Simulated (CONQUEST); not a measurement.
GaN:

```
Ga N
1.0
     3.18693    0.00000    0.00000
     0.00000    3.18693    0.00000
     0.00000    0.00000    4.50700
Ga N
2 2
Direct
  0.00000 0.00000 0.00000
  0.50000 0.50000 0.50000
  0.00000 0.50000 0.75000
  0.50000 0.00000 0.25000
```

The cell is a database's computed one.

| Item | Value |
| --- | --- |
| Program | CONQUEST 1.3 |
| Task | single point |
| Functional | PBE |
| Potentials or basis | PseudoDojo NC PBE, SZ, grid cutoff 150 Ha |
| k mesh | 8 × 8 × 6 |
| Occupations | fermi-dirac, width 0.05 eV |
| Spin | no spin polarisation |

On this cell: pressure 15.6 GPa; largest force zero by symmetry; band gap on the k mesh 1.86 eV.

The same run follows on a disturbed copy (atoms moved at random, drawn with an rms of 0.05 Å):

```
CELL_PARAMETERS angstrom
3.18693 0.00000 0.00000
0.00000 3.18693 0.00000
0.00000 0.00000 4.50700
ATOMIC_POSITIONS crystal
Ga 0.49706 0.50406 0.50237
Ga 0.99706 0.00406 0.00237
N 0.00197 0.49715 0.74535
N 0.50197 0.99715 0.24535
```

Task: What does the disturbed cell give?

Result: The energy moves by +6.8 meV/atom; pressure 15.8 GPa; largest force 0.650 eV/Å; band gap on the k mesh 1.75 eV.

Forces on the atoms (eV/Å):
```
Ga   0.284 -0.305 -0.499
Ga   0.284 -0.305 -0.499
N   -0.274  0.286  0.497
N   -0.274  0.286  0.497
```

The forces don't sum to zero, so they hold noise of the program's grid.

Caveats: the atomic basis is small; the basis of atomic orbitals isn't converged, which shifts pressures, moduli and gaps; so large a pressure means that the cell lies far from this level's equilibrium, or that cutoff or potentials fall short (some runs); the real-space grid breaks the cell's symmetry a little (some runs); the box holds several primitive cells, so bands are folded and the points are those of the box's own zone (some runs).

A k mesh can miss the band edges.
